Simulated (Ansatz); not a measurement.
KF (Carobbiite):

```
K F
1.0
     0.00000    2.67185    2.67185
     2.67185    0.00000    2.67185
     2.67185    2.67185    0.00000
K F
1 1
Direct
  0.00000 0.00000 0.00000
  0.50000 0.50000 0.50000
```

Base run:

```yaml
Program: Ansatz 0.2.0
Functional: PBEsol
Potentials_or_basis: all-electron LAPW, scalar-relativistic
Cutoff: 203 eV (chosen from the basis error)
Basis_error_allowed: 0.001 eV/atom
k_mesh: 9 × 9 × 9
Occupations: fermi-dirac, width 0.05 eV
Spin: no spin polarisation
```

Its results: band gap on the k mesh 6.04 eV, direct; pressure -0.7 GPa.

Problem. The run is repeated on the same cell with these changes: functional from PBEsol to LDA. What comes out?

Solution. Band gap on the k mesh 5.80 eV, direct; pressure -3.5 GPa.

LDA binds more tightly than PBEsol, so the same cell stands under less pressure.
